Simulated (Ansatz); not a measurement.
This guess for AlN is about to be relaxed.

Space group Imm2 (No. 44). a = 2.618 Å, b = 2.812 Å, c = 9.906 Å, α = 90.00°, β = 90.00°, γ = 90.00°
| atom | site | symmetry | x | y | z |
| --- | --- | --- | --- | --- | --- |
| Al | 2a | mm2 | 0.5000 | 0.5000 | 0.0613 |
| Al | 2a | mm2 | 0.5000 | 0.5000 | 0.3118 |
| N | 2b | mm2 | 0.0000 | 0.5000 | 0.4387 |
| N | 2b | mm2 | 0.0000 | 0.5000 | 0.1882 |

Computed with DFT PBE, scalar-relativistic, plane waves, PAW (Ansatz). Cutoff 420 eV, Gaussian smearing, Γ-centred meshes. Cell and atoms relax first on a coarse mesh and then on a converged one. In between, the cell is made exact in the group found at 0.06 Å. The steps can't lower the symmetry of their start. No spin polarisation in the relaxation; trial moments died out in a coarse test.

A guess keeps its type if space group and coordination stay and the shape of the cell changes little (axis ratios within about 15 %, angles within 6°); the volume may change.

Q: Does it keep its structure type, or change into something else?

A: It keeps its type. The symmetry stays Imm2 (No. 44). The volume per atom grows by 23.3 %, from 9.1 to 11.2 Å³. The shortest distance goes from 1.79 Å (Al–N) to 1.88 Å (Al–N). Counting neighbours within 15 % of an atom's shortest distance, the start has Al 4, N 4 and the end Al 4, N 4.

The zero of energy is the elements' standard structures at the same level (N₂ as a molecule); no fitted shifts are applied.

Q: At what energy does it end?

A: −0.816 eV/atom. A negative formation energy is needed for stability but isn't enough: competing phases decide.

The last run used a 16×16×16 mesh for its 4-atom cell and Gaussian smearing of 0.02 eV. A later test with randomly moved atoms led to a structure 531 meV/atom lower, so this end is a saddle point or a shallow minimum.
